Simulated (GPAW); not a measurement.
The system is NiO.

```
Ni O
1.0
     0.00000    2.08590    2.08590
     2.08590    0.00000    2.08590
     2.08590    2.08590    0.00000
Ni O
1 1
Cartesian
  0.0000 0.0000 0.0000
  2.0859 2.0859 2.0859
```

Base run:

- Program: GPAW 26.7.0
- Functional: PBE
- Potentials or basis: GPAW PAW data sets (gpaw-data 1.2.1), newer versions
- Cutoff: 650 eV
- Basis: pw
- k mesh: 9 × 9 × 9
- Occupations: fermi-dirac, width 0.05 eV
- Spin: collinear spin, ferromagnetic start
- Starting moments: [1.0, 0.0] μB
- Hubbard terms: Ni d U = 4 eV

Its results: band gap on the k mesh 1.74 eV, indirect (least direct gap 2.49 eV); pressure 8.3 GPa; net moment 2.00 μB per cell; site moments Ni +1.75; O +0.17 μB.

Question: The run is repeated on the same cell with these changes: occupations from fermi-dirac, width 0.05 eV to fermi-dirac, width 0.01 eV; hubbard terms from Ni d U = 4 eV to none. What comes out?

Answer: Band gap on the k mesh none (metal or under the smearing width); pressure 3.7 GPa; net moment 1.73 μB per cell; site moments Ni +1.43; O +0.20 μB.

Caveats: the cutoff is short for stress and forces, so pressures can be off by a GPa or more; a cell with one magnetic atom can't hold antiferromagnetic order, which such compounds often take; an odd mesh through Γ misses points on the zone boundary, where band edges often lie (some runs); semilocal functionals often make such compounds metallic where correlation or magnetic order opens a gap, which also shifts bond lengths (some runs).

Not every run made on this cell is shown here.
